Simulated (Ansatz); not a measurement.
# SnO2: the cost of one run

Method: DFT PBE, scalar-relativistic, plane waves, PAW, in Ansatz 0.2.0.

3 further runs of the same task are left out: 3 set aside as unsound or not needed.

### 1 The structure to begin with

Symmetry: Fd-3m, No. 227, cubic system. The conventional cell has a = 9.044 Å, b = 9.044 Å, c = 9.044 Å, α = 90.00°, β = 90.00°, γ = 90.00°. Sn (site symmetry -3m) has 6 O at 2.13 Å as nearest neighbours. Around O (site symmetry 3m) lie 3 Sn at 2.13 Å.

Structure file:

```cif
data_structure
_symmetry_space_group_name_H-M 'Fd-3m:1'
_symmetry_Int_Tables_number 227
_cell_length_a 9.0441
_cell_length_b 9.0441
_cell_length_c 9.0441
_cell_angle_alpha 90.000
_cell_angle_beta 90.000
_cell_angle_gamma 90.000
_cell_volume 739.78
loop_
_atom_site_label
_atom_site_type_symbol
_atom_site_symmetry_multiplicity
_atom_site_Wyckoff_symbol
_atom_site_fract_x
_atom_site_fract_y
_atom_site_fract_z
_atom_site_occupancy
Sn1 Sn 16 d 0.37500 0.87500 0.12500 1
O1 O 32 e 0.39106 0.39106 0.39106 1
```

It goes back to an entry of the Materials Project, which need not be the stable form.

This cell was relaxed beforehand with the same method: volume 15.41 Å³/atom, gap on the mesh 1.85 eV.

### 2 What is varied

Atoms count from 1 in the order of the input.

One atom moved over a plane, all else fixed.

First coordinate, shift of Sn1 along [1 0 0]: 11 values from −0.890 Å. Second coordinate, shift of Sn1 along [0 0 1]: 11 values from −0.890 Å.

Nothing else is relaxed (all other atoms fixed). Energies count from the relaxed crystal. Points are written as (first, second).

### 3 The run at (−0.356 Å, −0.356 Å)

input.yaml

```yaml
crystal:
  lattice:
    - [0.0, 4.5220682583, 4.5220682583]
    - [4.5220682583, 0.0, 4.5220682583]
    - [4.5220682583, 4.5220682583, 0.0]
  atoms:
    - { symbol: Sn, position: [0.125, 0.046274961, 0.625] }
    - { symbol: Sn, position: [0.625, 0.125, 0.125] }
    - { symbol: Sn, position: [0.125, 0.625, 0.125] }
    - { symbol: Sn, position: [0.125, 0.125, 0.125] }
    - { symbol: O, position: [0.8910551956, 0.8910551956, 0.8910551956] }
    - { symbol: O, position: [0.8910551956, 0.3268344131, 0.8910551956] }
    - { symbol: O, position: [0.8910551956, 0.8910551956, 0.3268344131] }
    - { symbol: O, position: [0.3268344131, 0.8910551956, 0.8910551956] }
    - { symbol: O, position: [0.9231655869, 0.3589448044, 0.3589448044] }
    - { symbol: O, position: [0.3589448044, 0.3589448044, 0.9231655869] }
    - { symbol: O, position: [0.3589448044, 0.9231655869, 0.3589448044] }
    - { symbol: O, position: [0.3589448044, 0.3589448044, 0.3589448044] }
basis:
  ecutwfc: 420
kpoints:
  mp_grid: { grid: [6, 6, 6] }
hamiltonian:
  xc: pbe
  pseudopotentials: { kind: paw, azcp: { folder: soft_1 } }
scf:
  occupations: { method: gaussian, width: 0.05 }
output:
  forces: true
  stress: true
  eigenvalues: true
```

Started as:

```sh
$ ansatz run input.yaml --threads 4 --pin off --max-ram 8192MiB --backend cpu --events-out ev --progress --plain --runs-dir out
```

What time and memory should one allow on 4 threads of Arm Neoverse N1, shared host?

About 38 s, with a peak of 0.87 GiB.
